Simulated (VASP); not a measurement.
The system is GaP.

```
Ga P
1.0
     0.00000    2.72525    2.72525
     2.72525    0.00000    2.72525
     2.72525    2.72525    0.00000
Ga P
1 1
Cartesian
  0.0000 0.0000 0.0000
  4.0879 4.0879 4.0879
```

Base run:

| Quantity | Value |
| --- | --- |
| Program | VASP 6.6.1 |
| Functional | PW91 |
| Potentials or basis | VASP PAW PBE potentials, release 64 (Ga_d, P) |
| Cutoff | 520 eV |
| k mesh | 8 × 8 × 8 |
| Occupations | fermi-dirac, width 0.05 eV |
| Spin | no spin polarisation |

Its results: band gap on the k mesh 1.64 eV, indirect (least direct gap 1.81 eV).

Question: The run is repeated on the same cell with these changes: functional from PW91 to RPBE. What comes out?

Answer: Band gap on the k mesh 1.73 eV, indirect (least direct gap 1.96 eV).

A k mesh can miss the band edges.
